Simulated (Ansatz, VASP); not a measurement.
**AlN: VASP beside Ansatz**

```xyz
4
Lattice="3.3963 0.0000 0.0000 -1.6982 2.9413 0.0000 0.0000 0.0000 4.2923" Properties=species:S:1:pos:R:3 pbc="T T T"
Al    0.0000    1.9609    3.2520
Al    1.6982    0.9804    1.1058
N     0.0000    1.9609    1.0099
N     1.6982    0.9804    3.1561
```

Change from the starting cell: mode 4 frozen in at -0.062 Å, equal normal strain along x, y and z +0.0250.

Alike in both runs: task single point; functional PBE; k mesh 9 × 9 × 6; occupations gaussian, width 0.05 eV; no spin polarisation.

|  | VASP | Ansatz |
| --- | --- | --- |
| version | VASP 6.6.1 | Ansatz 0.2.0 |
| potentials or method | VASP PAW PBE potentials, release 64 (Al, N) | scalar-relativistic, plane waves, PAW |
| plane-wave cutoff (eV) | 520 | 520 |
| valence electrons in the cell | 16 | 16 |

Ansatz gave:

* gap on the k mesh at the Fermi level (eV): 2.74
* least direct gap on the mesh (eV): 2.74
* pressure (GPa): -12.6
* largest component of the traceless stress (GPa): 3.71
* rms of the force components (eV/Å): 0.016

Task: Which values does VASP return?

Result: gap on the k mesh at the Fermi level (eV): 2.75; least direct gap on the mesh (eV): 2.75; pressure (GPa): -12.8; largest component of the traceless stress (GPa): 3.81; rms of the force components (eV/Å): 0.016.

Atom by atom the forces differ by 0.001 eV/Å (rms over components). With one functional, cell and mesh, what is left measures potentials, basis and numerics.
